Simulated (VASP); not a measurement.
**BN: single point with PBE**

Crystal: BN.

```
N B
1.0
     1.25112    0.72234    3.37293
    -1.25112    0.72234    3.37293
     0.00000   -1.44467    3.37293
N B
1 1
Direct
  0.66724 0.66724 0.66724
  0.00033 0.00033 0.00033
```

The cell is a database's computed one.

```yaml
Program: VASP 6.6.1
Task: single point
Functional: PBE
Potentials_or_basis: VASP PAW PBE potentials, release 64 (N, B)
Cutoff: 520 eV
k_mesh: 12 × 12 × 12
Occupations: gaussian, width 0.02 eV
Spin: no spin polarisation
Further_INCAR_settings: ALGO = Normal; EDIFF = 1e-07
```

```yaml
Pressure: 3.6 GPa
Band_gap_on_the_k_mesh: 4.28 eV, indirect (least direct gap 4.70 eV)
```

Forces on the atoms (eV/Å):
```
N    0.000  0.000 -0.003
B    0.000  0.000  0.003
```

Stress tensor (GPa, compression positive):
```
4.33 0.00 0.00
0.00 4.33 0.00
0.00 0.00 2.22
```

Levels at points of the mesh, in eV from the valence-band top:
| k point | band 1 | band 2 | band 3 | band 4 | band 5 | band 6 | band 7 | band 8 |
| --- | --- | --- | --- | --- | --- | --- | --- | --- |
| (0.00, 0.00, 0.00) | -17.78 | -4.18 | -1.29 | -1.29 | 5.17 | 11.68 | 11.68 | 13.14 |
| (0.50, 0.00, 0.00) | -14.59 | -8.93 | -4.07 | -0.60 | 5.29 | 9.92 | 13.09 | 15.02 |
| (0.50, 0.50, 0.00) | -14.52 | -8.80 | -4.13 | -1.17 | 4.28 | 9.91 | 14.26 | 17.56 |
| (0.50, 0.50, 0.50) | -17.52 | -6.13 | -1.30 | -1.30 | 10.11 | 11.61 | 11.61 | 12.24 |

Run time: 25 s on 1 thread of Intel(R) Xeon(R) Platinum 8488C (Sapphire Rapids), on a shared host, peak memory 0.16 GiB.

A k mesh can miss the band edges. A hybrid or GW would open this gap; PBE tends to underestimate it.
